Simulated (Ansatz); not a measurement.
## RbBr at 1 GPa: from Born charge to LO–TO splitting and polaron coupling

Computed with DFT LDA, scalar-relativistic, plane waves, PAW in Ansatz. Settings: 420 eV plane-wave cutoff, Γ-centred 6×6×6 mesh, fixed occupations. No spin polarisation. Phonons by linear response, acoustic sum rule imposed.

The cell, relaxed at 1 GPa:
```
Rb Br
1.0
     3.91491    0.00000    0.00000
     0.00000    3.91491    0.00000
     0.00000    0.00000    3.91491
Rb Br
1 1
Cartesian
  0.0000 0.0000 0.0000
  1.9575 1.9575 1.9575
```

Linear response gives ν_TO = 98.7 cm⁻¹, Born charges ±1.223 e (positive on Rb) and ε∞ = 3.238. The primitive cell holds 60.002 Å³, and the masses are 85.468 and 79.904 amu.

**Question.** Find ν_LO and the static dielectric constant.

**Answer.** The long-wave field adds a restoring force: ω_LO² − ω_TO² = Z*²e²/(ε_vac ε∞ μV). In these units ν_LO² − ν_TO² = 4.92064×10⁷ Z*²/(μ V ε∞) cm⁻², with μ = m₁m₂/(m₁ + m₂) = 41.296 amu: 9168 cm⁻². So ν_LO = √(98.7² + 9168) = 137.5 cm⁻¹, and the run gives 137.5. Lyddane–Sachs–Teller then gives ε0 = ε∞ (ν_LO/ν_TO)² = 6.28, against 6.28 in the run (it forms both from the same three quantities, so the match checks the arithmetic only). Between ν_TO and ν_LO the dielectric function is negative and an undamped crystal reflects fully: a reststrahlen band from 72.7 to 101.3 μm.

**Question.** What do the Clausius–Mossotti polarisability and the Szigeti charge come to?

**Answer.** With the Lorentz local field, α = (3V/4π)(ε∞ − 1)/(ε∞ + 2) = 6.12 Å³ for the pair, and e_S = 3Z*/(ε∞ + 2) = 0.70 e. The Born charge includes the electrons' response to the dipole's own local field, and e_S takes that enhancement out. The Lorentz field assumes point-like polarisable ions, a fair picture at this small ε∞.

**Question.** How strongly does a slow electron couple to the LO mode?

**Answer.** For one isotropic parabolic band, Fröhlich's constant is α_F = (1/ε∞ − 1/ε0) √(m* Ry/ħω_LO), with Ry = 13.606 eV, ħω_LO = 17.1 meV and m* in free-electron masses: α_F = 0.1497 × 28.25 × √m* = 4.23 √m*. The band mass isn't part of this run; for m* = 0.1, 0.3 and 1 it gives 1.34, 2.32, 4.23. In weak coupling the polaron lies α_F ħω_LO below the band edge (39 meV at m* = 0.3) with a mass m*(1 + α_F/6); past α_F of about 5 or 6 that expansion fails. A semilocal functional's ε∞ tends to be too large, which taken alone lowers α_F.

This CsCl-type form isn't the usual stable structure of the compound.